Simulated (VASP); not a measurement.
**BP under changes of volume**

One of the cells (11.314 Å³/atom); the others are scaled copies at fixed shape and fractional positions:

```
P B
1.0
     0.00000    2.24495    2.24495
     2.24495    0.00000    2.24495
     2.24495    2.24495    0.00000
P B
1 1
Direct
  0.75000 0.75000 0.75000
  0.00000 0.00000 0.00000
```

- Program: VASP 6.6.1
- Functional: LDA
- Potentials or basis: VASP PAW LDA potentials, release 64 (P, B)
- Cutoff: 520 eV
- k mesh: 8 × 8 × 8
- Occupations: gaussian, width 0.02 eV
- Spin: no spin polarisation

| volume (Å³/atom) | energy over the lowest point (meV/atom) | pressure (GPa) | gap on the mesh (eV) |
| --- | --- | --- | --- |
| 10.861 | 10.72 | 7.7 | 1.14 |
| 11.088 | 2.65 | 3.6 | 1.16 |
| 11.314 | 0.00 | 0.0 | 1.18 |
| 11.540 | 2.34 | -3.4 | 1.20 |
| 11.767 | ? | ? | ? |

**Question.** What does the run at 11.767 Å³/atom give?

**Answer.** Energy over the lowest point 9.17 meV/atom; pressure -6.4 GPa; gap on the mesh 1.22 eV.

Worked out: A Birch-Murnaghan fit of order 2 (a polynomial in V^(-2/3)) to the other rows has its minimum at 11.32 Å³/atom with B0 = V·E''(V) = 174 GPa. It gives 9.14 meV/atom at 11.767 Å³/atom, against the run's 9.17, and -dE/dV = -6.3 GPa, against -6.4. A straight line through the other rows of the gap, of slope 0.99 eV per unit of ln V, extrapolates to 1.22 eV, against the run's 1.22.

Energies are extrapolated to zero smearing.

A mesh can miss the band edges.
